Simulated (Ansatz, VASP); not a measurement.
# One calculation of AlN, two programs

File INCAR:

```
  PREC = Accurate
  ENCUT = 520
  EDIFF = 1E-7
  ISMEAR = 0
  SIGMA = 0.05
  LREAL = False
  LASPH = True
  NELM = 100
  ALGO = Normal
  ISIF = 2
  LWAVE = False
  LCHARG = False
  GGA = PS
  NBANDS = 11
```

KPOINTS

```
regular mesh
0
Gamma
  10 10 10
```

Contents of POSCAR:

```
AlN
1.0
   -0.0202227203      2.0020493127      2.0020493127
    2.0020493127     -0.0202227203      2.0020493127
    2.0222720330      2.0222720330     -0.0404454407
Al N
1 1
Direct
    0.5000000000      0.5000000000      0.5000000000
    0.0000000000      0.0000000000      0.0000000000
```

Input for Ansatz:

```yaml
crystal:
  lattice:
    - [-0.0202227203, 2.0020493127, 2.0020493127]
    - [2.0020493127, -0.0202227203, 2.0020493127]
    - [2.022272033, 2.022272033, -0.0404454407]
  atoms:
    - { symbol: Al, position: [0.5, 0.5, 0.5] }
    - { symbol: "N", position: [0.0, 0.0, 0.0] }
basis:
  ecutwfc: 520.0
kpoints:
  mp_grid: { grid: [10, 10, 10] }
hamiltonian:
  xc: pbesol
  pseudopotentials: { kind: paw, azcp: { folder: soft_1 } }
scf:
  occupations: { method: gaussian, width: 0.05 }
output:
  forces: true
  stress: true
  eigenvalues: true
```

Change from the starting cell: engineering shear strain xz -0.0200, engineering shear strain yz -0.0200.

Alike in both runs: task single point; functional PBEsol; k mesh 10 × 10 × 10; occupations gaussian, width 0.05 eV; no spin polarisation.

|  | VASP | Ansatz |
| --- | --- | --- |
| version | VASP 6.6.1 | Ansatz 0.2.0 |
| potentials or method | VASP PAW PBE potentials, release 64 (Al, N) | scalar-relativistic, plane waves, PAW |
| plane-wave cutoff (eV) | 520 | 520 |
| valence electrons in the cell | 8 | 8 |

Ansatz gave:

* gap on the k mesh at the Fermi level (eV): 4.21
* least direct gap on the mesh (eV): 5.41
* pressure (GPa): 0.1
* largest component of the traceless stress (GPa): 6.24

Which values does VASP return?

gap on the k mesh at the Fermi level (eV): 4.20; least direct gap on the mesh (eV): 5.43; pressure (GPa): 0.1; largest component of the traceless stress (GPa): 6.24.

Ansatz warned: «pseudo_functional_mismatch».

Caveats: the PAW data sets were made with another functional, which shifts forces and pressure a little (VASP). A k mesh can miss the band edges.
